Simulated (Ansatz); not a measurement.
**What 4 layers does to LiI**

Take LiI in the rock salt structure (space group Fm-3m, No. 225; a = 5.9033 Å) as the base. Axes: x, y, z lie along the cube axes.

One thing is altered: a free-standing slab of 4 layers (8 atoms, 2 a layer) is cut normal to the z axis, with 15 Å of vacuum and the in-plane cell held at bulk.

Computed with PBEsol (Ansatz, a quantum-chemistry and plane-wave program), without spin-orbit coupling. Γ-centred 8×8×1 mesh, Fermi–Dirac width 0.05 eV, for the changed cell.

The layer's space group (with vacuum) amounts to P4/nmm (No. 129) and the shortest interatomic distance falls by 0.165 Å, from 2.952 Å to 2.787 Å. The band gap shrinks by 0.05 eV, from 4.31 eV to 4.26 eV and the gap character is indirect, Γ–X (50 % along) → Γ. The excess energy per area of both faces (slab less bulk energy over the cell's area: twice a surface energy) comes out as 0.23 J/m² and the thickness between the outermost nuclei comes out as 9.06 Å. The change of the spacing d12 from its bulk value of 2.952 Å amounts to -3.9 % and the change of the spacing d23 from its bulk value of 2.952 Å is +4.4 %.

Final structure:

```yaml
crystal:
  lattice:
    - [4.17424, 0.00000, 0.00000]
    - [0.00000, 4.17424, 0.00000]
    - [0.00000, 0.00000, 23.85491]
  atoms:
    - { symbol: I, position: [0.25000, 0.75000, 0.31000] }
    - { symbol: Li, position: [0.75000, 0.25000, 0.32290] }
    - { symbol: I, position: [0.75000, 0.25000, 0.43973] }
    - { symbol: Li, position: [0.25000, 0.75000, 0.43111] }
    - { symbol: I, position: [0.25000, 0.75000, 0.56027] }
    - { symbol: Li, position: [0.75000, 0.25000, 0.56889] }
    - { symbol: I, position: [0.75000, 0.25000, 0.69000] }
    - { symbol: Li, position: [0.25000, 0.75000, 0.67710] }
```

Slab and bulk use different k-meshes, which limits the precision of the excess energy. Spin-orbit coupling, missing from the scalar runs, can matter with I. No phonon test of stability was made. Labels are those of the standard path for the cell's own space group.
